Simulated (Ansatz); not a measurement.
## Eu in Ansatz: the effect of functional

Crystal: Eu.

```
Eu
1.0
    -2.25599    2.25599    2.25599
     2.25599   -2.25599    2.25599
     2.25599    2.25599   -2.25599
Eu
1
Direct
  0.00000 0.00000 0.00000
```

The cell isn't the ideal one: volume scaled by 0.94.

Alike in all runs:

* Program: Ansatz 0.2.0
* Task: single point
* Potentials or basis: Ansatz PAW
* k mesh: 8 × 8 × 8
* Occupations: fermi-dirac, width 0.05 eV
* Spin: collinear spin, ferromagnetic start
* Starting moments: [7.0] μB

Task: One run gave: pressure -1.0 GPa; moment 7.30 μB. Which functional did it use?
A. LDA
B. r2SCAN
C. PBE

Result: C.

```csv
functional,cutoff,pressure (GPa),moment (μB)
LDA,420 eV (not typed: the program's choice for these potentials),-3.3,7.25
r2SCAN,500 eV (not typed: the program's choice for these potentials),-0.6,7.79
PBE,420 eV (not typed: the program's choice for these potentials),-1.0,7.30
```

Caveats: the PAW data sets come from PBE, with cores solved anew for the run's functional, which leaves a small shift of forces and pressure (some runs); the magnetic or orbital state may not be the lowest (some runs).
